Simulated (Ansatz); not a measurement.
# CuAu (R-3m) in Ansatz: a series of runs

One crystal, CuAu, is run at these levels: PBEsol; tasks: single point, equation of state.

Program: Ansatz 0.2.0. These are calculated values, not measurements. Logs are shortened: lines on timing, memory, paths and dates and some standing lists are left out, and cuts for length are marked.

**1. The structure**

The structure is trigonal, space group R-3m (No. 166). The conventional cell has a = 2.886 Å, b = 2.886 Å, c = 12.769 Å, α = 90.00°, β = 90.00°, γ = 120.00°. Au (site symmetry -3m) is surrounded by 6 Cu at 2.70 Å and 6 Au at 2.89 Å. Cu (site symmetry -3m) has 6 Au at 2.70 Å and 6 Cu at 2.89 Å as nearest neighbours.

The cell comes from a database or a generator and needn't be the stable form of this composition.

**2. Single point, PBEsol, 14.43 Å³/atom (volume scaled by 0.94)**

Contents of input.yaml:

```yaml
crystal:
  lattice:
    - [1.4135984423, 0.8161414412, 4.1692857537]
    - [-1.4135984423, 0.8161414412, 4.1692857537]
    - [0.0, -1.6322828824, 4.1692857537]
  atoms:
    - { symbol: Au, position: [0.0, 0.0, 0.0] }
    - { symbol: Cu, position: [0.5, 0.5, 0.5] }
hamiltonian:
  xc: pbesol
  pseudopotentials: { kind: paw }
kpoints:
  mp_grid: { grid: [11, 11, 11] }
scf:
  occupations: { method: fermi_dirac, width: 0.05 }
output:
  forces: true
  stress: true
  eigenvalues: true
```

Potentials or basis: Ansatz PAW.

The run is started by

```sh
$ ansatz run input.yaml --threads 2 --pin off --max-ram 5632MiB --backend cpu --events-out ev --progress --plain --runs-dir out
```

Log:

```text
Warning: RAYON_NUM_THREADS=2 ignored (pool sized by the plan → 2); use --threads N
basis.fft_grid_basis auto: the FFT boxes are laid along the combinations [[1, 0, -1], [0, 1, -1], [0, 0, 1]] of the cell's own vectors, 2.827, 2.827 and 4.477 Å long. The dense box has 20×20×30 points. Along the cell's own vectors, as sized, it would have 30×30×30, 2.25 times as many. Of the 12 symmetry operations that the crystal satisfies within crystal.symmetry.tolerance (time reversal apart; of a slab, those that keep its plane) the dense box along the cell's own vectors carries 12, and the one as laid loses 8 of those. basis.fft_grid_basis: typed keeps the cell's own vectors: state it where this run's energies or levels are differenced outside the engine with another run's, or held beside a run that keeps those vectors.
Engine: ansatz 0.2.0, x86_64-unknown-linux-gnu
Pseudopotentials: kind: paw
Pseudopotential: Au, paw, valence charge 19, recommended cutoff 420 eV (normal), Au.paw.azcp
Pseudopotential: Cu, paw, valence charge 19, recommended cutoff 420 eV (normal), Cu.paw.azcp
Functional definition: PBEsol
  exchange = pbesol_x
  correlation = pbesol_c
Crystal: 2 atoms, lattice volume = 28.861 Å³
Basis set: ecut = 420 eV, 553 PW (Γ), FFT grids on a1−a3, a2−a3, a3, exchange–correlation on 40×40×60 points (8 copies of the dense FFT grid, shifted against one another)
Bands: 23, of which v1, the nominal top of the filled ones, is band 19 counted from 1 (18 counted from 0)
Symmetry: 12 space group operations
Space group: R-3m (ITA 166), of the structure as read, at distance tolerance 3.1e-5 Å
k-points: 146 of 1331
Non-local potential: Au, projectors of the file, l = 0: 3, l = 1: 2, l = 2: 2, l = 3: 1
Non-local potential: Cu, projectors of the file, l = 0: 3, l = 1: 2, l = 2: 3, l = 3: 1
PAW form: soft (Blöchl's): semilocal exchange-correlation on the pseudo side does not see the compensation charge
PAW frozen core: Au, regenerated for the run's functional, and the local potential with it (the file was generated under x = pbe(κ = 0.804, μ = 0.2195149727645171), c = pbe(β = 0.06672455060314922))
PAW frozen core: Cu, regenerated for the run's functional, and the local potential with it (the file was generated under x = pbe(κ = 0.804, μ = 0.2195149727645171), c = pbe(β = 0.06672455060314922))
PAW one-centre angular grid: Au, 590 points (default); XC on 64 Gauss nodes
PAW one-centre angular grid: Cu, 590 points (default); XC on 64 Gauss nodes
Initial density: superposition of atomic densities (neutral atoms: chi_scale 0, normalization atom), corrected by the library's trained network
Initial wavefunctions: pseudopotential atomic-orbital guess
Functional: x = pbesol(κ = 0.804, μ = 0.12345679012345678), c = pbesol(β = 0.046)
SCF iter   1: F=—  HF=-19595.833176 eV  |F-HF|=—  |Δ(HF+E_count)|=         —  Δρ=1.97e-2  dr2=6.99e-2  ethr=1.77e-3  ⟨swp⟩=5.5  Hψ=12913  notcnv=0
preconditioner: auto → Kerker (q_TF=auto, 2.856 Å⁻¹)  [metal: Δε(μ)=0.024 eV  Ē_g=10.758 eV  σ=0.050 eV  W_gap=0.12  n_scr=14 (ndim 8)  ℏωp=32.4 eV  f_vac=0.000  D(μ)=0.96/eV (n_scr^D=2)]
SCF iter   2: F=—  HF=-19595.822281 eV  |F-HF|=—  |Δ(HF+E_count)|=   1.09e-2  Δρ=3.29e-3  dr2=2.97e-3  ethr=1.84e-4  ⟨swp⟩=2.0  Hψ=5832  notcnv=0  defer=6
SCF iter   3: F=—  HF=-19595.821357 eV  |F-HF|=—  |Δ(HF+E_count)|=   9.24e-4  Δρ=2.55e-3  dr2=1.94e-3  ethr=7.82e-6  ⟨swp⟩=2.3  Hψ=5516  notcnv=0  defer=6
SCF iter   4: F=—  HF=-19595.820857 eV  |F-HF|=—  |Δ(HF+E_count)|=   5.00e-4  Δρ=3.97e-4  dr2=9.99e-5  ethr=5.09e-6  ⟨swp⟩=2.4  Hψ=4467  notcnv=0  defer=6
SCF iter   5: F=—  HF=-19595.820879 eV  |F-HF|=—  |Δ(HF+E_count)|=   2.24e-5  Δρ=1.25e-4  dr2=1.06e-5  ethr=2.63e-7  ⟨swp⟩=2.0  Hψ=4210  notcnv=0  defer=6
SCF iter   6: F=—  HF=-19595.820876 eV  |F-HF|=—  |Δ(HF+E_count)|=   2.50e-6  Δρ=4.98e-5  dr2=1.56e-6  ethr=2.78e-8  ⟨swp⟩=1.4  Hψ=3548  notcnv=0  defer=6
SCF iter   7: F=-19595.820876 eV  HF=-19595.820876 eV  |F-HF|=6.50e-8  |Δ(HF+E_count)|=   2.91e-7  Δρ=1.30e-5  dr2=8.04e-8  ethr=2.63e-10  ⟨swp⟩=3.3  Hψ=14183  notcnv=0
SCF 1 converged in 7 iterations: F = -19595.820876 eV  dr2 = 8.04e-8
SCF converged after 7 iterations
Free energy (F): -19595.820876 eV
Harris-Foulkes:  -19595.820876 eV  (|F-HF|=6.50e-8)
Internal energy: -19595.813160 eV  (E = F + TS)
E sigma→0 (E₀):  -19595.817018 eV
Entropy (-TS):   -0.007716 eV (-3.858 meV/atom)
Fermi energy:    19.117258 eV
--- Per-component energies (eV) ---
  E_band       = -556.227719
  E_kinetic    = 905.187365
  E_local      = -5883.171916  (includes V_loc(G=0)·N_el)
  E_nonlocal   = 472.714512
  E_hartree    = 2579.338256
  E_xc         = -315.634784
  E_vxc        = -390.047207  (∫ρ·V_xc dr)
  E_paw        = -11195.482233  (= ΣΔE_a)
  E_vpaw       = -819.584581  (= ΣTr[D̂ρ^β])
  E_aug_tail   = 0.001576  (compensation charges beyond the density's cutoff)
  E_ewald      = -6159.281617
  E_core_change = 0.515681  (= ΣΔE_core)
  E_smearing   = -0.007716  (= −TS)
  E_closure    = 0.000000  (closes the sum)
  Σ components = -19595.820876   (vs F -19595.820876, Δ=0.00e0)
--- Forces (eV/Å), atoms counted from 1 ---
  atom   1  Au     0.00000000     0.00000000    -0.00000000
  atom   2  Cu     0.00000000    -0.00000000    -0.00000000
  max |Σ_I F_I| component: 1.01e-28 eV/Å
--- Stress (GPa, compression-positive) ---
       -0.098848       0.000000       0.000000
       -0.000000      -0.098848      -0.000000
        0.000000      -0.000000       2.742920
  P = ⅓ Tr σ = 0.8484 GPa (8.484 kbar)
--- Band table (eV; the first three rows and the last of 146) ---
  k-point 0: bands = ["-92.9760", "-86.8856", "-50.5301", "-50.4920", "-50.4920", "-38.3088", "-38.1634", "-38.1634", "9.0169", "12.1839", "14.0188", "14.0188", "15.1187", "15.1187", "16.2126", "16.7976", "16.7976", "17.5029", "17.5029", "18.7587", "24.0396", "33.5455", "35.5056"]
  k-point 1: bands = ["-92.9758", "-86.8847", "-50.5298", "-50.4940", "-50.4925", "-38.3069", "-38.1806", "-38.1677", "9.2860", "12.3419", "13.9092", "14.1904", "14.8962", "15.1305", "16.2471", "16.7442", "16.8290", "16.9493", "17.4520", "19.6491", "24.1479", "33.3770", "34.2786"]
  k-point 2: bands = ["-92.9754", "-86.8824", "-50.5292", "-50.4992", "-50.4939", "-38.3016", "-38.2266", "-38.1793", "10.0463", "12.7294", "13.7146", "14.3399", "14.6601", "15.1749", "16.2520", "16.4337", "16.6874", "16.9188", "17.3182", "20.9829", "24.6204", "30.4356", "34.1712"]
  k-point 145: bands = ["-92.9758", "-86.8848", "-50.5294", "-50.4940", "-50.4926", "-38.3086", "-38.1806", "-38.1678", "10.5833", "12.5797", "14.0286", "14.1008", "14.3642", "15.4526", "15.6607", "16.4047", "16.4680", "16.4745", "16.8880", "17.0342", "31.9290", "33.3002", "34.2040"]
```

It took 3 s on 2 threads of AMD EPYC 7R43 (Zen 3), shared host; peak memory 0.43 GiB.

Results:

```yaml
Free_energy: -19595.8209 eV
Pressure: 0.8 GPa
Band_gap_on_the_k_mesh: none (metal or under the smearing width)
```

Caveat: the PAW data sets come from PBE, with cores solved anew for the run's functional, which leaves a small shift of forces and pressure.

**3. Single point, PBEsol, 14.74 Å³/atom (volume scaled by 0.96)**

Edit input.yaml of step 2 so:

```diff
@@ -2,5 +2,5 @@
   lattice:
-    - [1.4135984423, 0.8161414412, 4.1692857537]
-    - [-1.4135984423, 0.8161414412, 4.1692857537]
-    - [0.0, -1.6322828824, 4.1692857537]
+    - [1.4235536889, 0.8218891055, 4.1986478884]
+    - [-1.4235536889, 0.8218891055, 4.1986478884]
+    - [0.0, -1.643778211, 4.1986478884]
   atoms:
```

Potentials or basis: Ansatz PAW.

The run is started by

```sh
$ ansatz run input.yaml --threads 2 --pin off --max-ram 5632MiB --backend cpu --events-out ev --progress --plain --runs-dir out
```

Run time: 2.9 s. Hardware: 2 threads of AMD EPYC 7R43 (Zen 3), shared host; peak memory 0.43 GiB.

The run converged. Its results:

- Free energy: -19595.8175 eV
- Pressure: -2.6 GPa
- Band gap on the k mesh: none (metal or under the smearing width)

Caveat: the PAW data sets come from PBE, with cores solved anew for the run's functional, which leaves a small shift of forces and pressure.

**4. Single point, PBEsol, 15.04 Å³/atom (volume scaled by 0.98)**

Edit input.yaml of step 3 so:

```diff
@@ -2,5 +2,5 @@
   lattice:
-    - [1.4235536889, 0.8218891055, 4.1986478884]
-    - [-1.4235536889, 0.8218891055, 4.1986478884]
-    - [0.0, -1.643778211, 4.1986478884]
+    - [1.4333716108, 0.8275574853, 4.2276049958]
+    - [-1.4333716108, 0.8275574853, 4.2276049958]
+    - [0.0, -1.6551149707, 4.2276049958]
   atoms:
@@ -19 +19,5 @@
   eigenvalues: true
+  write_density: true
+  write_potential: true
+  elf: true
+  volumetric_format: npy
```

The run is started by

```sh
$ ansatz run input.yaml --threads 2 --pin off --max-ram 5632MiB --backend cpu --events-out ev --progress --plain --runs-dir out
```

It took 3.9 s on 2 threads of AMD EPYC 7R43 (Zen 3), shared host; peak memory 0.44 GiB.

It converged, with:

```yaml
Free_energy: -19595.8019 eV
Pressure: -5.5 GPa
Band_gap_on_the_k_mesh: none (metal or under the smearing width)
```

Caveat: the PAW data sets come from PBE, with cores solved anew for the run's functional, which leaves a small shift of forces and pressure.

**5. Single point, PBEsol, 15.35 Å³/atom**

Contents of input.yaml:

```yaml
crystal:
  lattice:
    - [1.4430568479, 0.8331492596, 4.2561707609]
    - [-1.4430568479, 0.8331492596, 4.2561707609]
    - [0.0, -1.6662985192, 4.2561707609]
  atoms:
    - { symbol: Au, position: [0.0, 0.0, 0.0] }
    - { symbol: Cu, position: [0.5, 0.5, 0.5] }
hamiltonian:
  xc: pbesol
  pseudopotentials: { kind: paw }
kpoints:
  mp_grid: { grid: [11, 11, 11] }
scf:
  occupations: { method: fermi_dirac, width: 0.05 }
output:
  forces: true
  stress: true
  eigenvalues: true
```

The run is started by

```sh
$ ansatz run input.yaml --threads 2 --pin off --max-ram 5632MiB --backend cpu --events-out ev --progress --plain --runs-dir out
```

It took 2.9 s on 2 threads of AMD EPYC 7R43 (Zen 3), shared host; peak memory 0.43 GiB.

Results (log left out):

```yaml
Free_energy: -19595.7757 eV
Pressure: -8.1 GPa
Band_gap_on_the_k_mesh: none (metal or under the smearing width)
```

Caveat: the PAW data sets come from PBE, with cores solved anew for the run's functional, which leaves a small shift of forces and pressure.

**6. Single point, PBEsol, 15.66 Å³/atom (volume scaled by 1.02)**

Edit input.yaml of step 5 so:

```diff
@@ -2,5 +2,5 @@
   lattice:
-    - [1.4430568479, 0.8331492596, 4.2561707609]
-    - [-1.4430568479, 0.8331492596, 4.2561707609]
-    - [0.0, -1.6662985192, 4.2561707609]
+    - [1.4526137943, 0.8386669652, 4.2843581437]
+    - [-1.4526137943, 0.8386669652, 4.2843581437]
+    - [0.0, -1.6773339303, 4.2843581437]
   atoms:
```

Potentials or basis: Ansatz PAW.

The run is started by

```sh
$ ansatz run input.yaml --threads 2 --pin off --max-ram 5632MiB --backend cpu --events-out ev --progress --plain --runs-dir out
```

Run time: 2.8 s. Hardware: 2 threads of AMD EPYC 7R43 (Zen 3), shared host; peak memory 0.44 GiB.

The run converged. Its results:

* Free energy: -19595.7402 eV
* Pressure: -10.3 GPa
* Band gap on the k mesh: none (metal or under the smearing width)

Caveat: the PAW data sets come from PBE, with cores solved anew for the run's functional, which leaves a small shift of forces and pressure.

**7. Single point, PBEsol, 15.97 Å³/atom (volume scaled by 1.04)**

Edit input.yaml of step 6 so:

```diff
@@ -2,5 +2,5 @@
   lattice:
-    - [1.4526137943, 0.8386669652, 4.2843581437]
-    - [-1.4526137943, 0.8386669652, 4.2843581437]
-    - [0.0, -1.6773339303, 4.2843581437]
+    - [1.4620466157, 0.8441130071, 4.3121794307]
+    - [-1.4620466157, 0.8441130071, 4.3121794307]
+    - [0.0, -1.6882260143, 4.3121794307]
   atoms:
@@ -19 +19,5 @@
   eigenvalues: true
+  write_density: true
+  write_potential: true
+  elf: true
+  volumetric_format: npy
```

The run is started by

```sh
$ ansatz run input.yaml --threads 2 --pin off --max-ram 5632MiB --backend cpu --events-out ev --progress --plain --runs-dir out
```

Run time: 4 s. Hardware: 2 threads of AMD EPYC 7R43 (Zen 3), shared host; peak memory 0.45 GiB.

Results (log left out):

| Quantity | Value |
| --- | --- |
| Free energy | -19595.6967 eV |
| Pressure | -12.3 GPa |
| Band gap on the k mesh | none (metal or under the smearing width) |

Caveat: the PAW data sets come from PBE, with cores solved anew for the run's functional, which leaves a small shift of forces and pressure.

**8. Single point, PBEsol, 16.27 Å³/atom (volume scaled by 1.06)**

Contents of input.yaml:

```yaml
crystal:
  lattice:
    - [1.4713592656, 0.8494896681, 4.3396462822]
    - [-1.4713592656, 0.8494896681, 4.3396462822]
    - [0.0, -1.6989793362, 4.3396462822]
  atoms:
    - { symbol: Au, position: [0.0, 0.0, 0.0] }
    - { symbol: Cu, position: [0.5, 0.5, 0.5] }
hamiltonian:
  xc: pbesol
  pseudopotentials: { kind: paw }
kpoints:
  mp_grid: { grid: [11, 11, 11] }
scf:
  occupations: { method: fermi_dirac, width: 0.05 }
output:
  forces: true
  stress: true
  eigenvalues: true
```

The run is started by

```sh
$ ansatz run input.yaml --threads 2 --pin off --max-ram 5632MiB --backend cpu --events-out ev --progress --plain --runs-dir out
```

Run time: 3.2 s. Hardware: 2 threads of AMD EPYC 7R43 (Zen 3), shared host; peak memory 0.44 GiB.

Results (log left out):

- Free energy: -19595.6463 eV
- Pressure: -14.0 GPa
- Band gap on the k mesh: none (metal or under the smearing width)

Caveat: the PAW data sets come from PBE, with cores solved anew for the run's functional, which leaves a small shift of forces and pressure.

**9. Equation of state, PBEsol**

Potentials or basis: Ansatz PAW.

No new run: the results of the series are fitted here.

What came out:

```
Equilibrium volume                        : 14.50 Å³/atom
Bulk modulus at fixed shape and positions : 167 GPa
Pressure derivative of the bulk modulus   : 5.5
```

Energy against volume, from the lowest point:
```csv
volume (Å³/atom),energy (meV/atom)
14.430,0.00
14.737,1.71
15.044,9.50
15.351,22.61
15.658,40.33
15.965,62.07
16.272,87.28
```

Caveat: the cell was scaled at fixed shape and fractional positions, which overstates the stiffness of a crystal with free parameters, most of all of layers and chains.
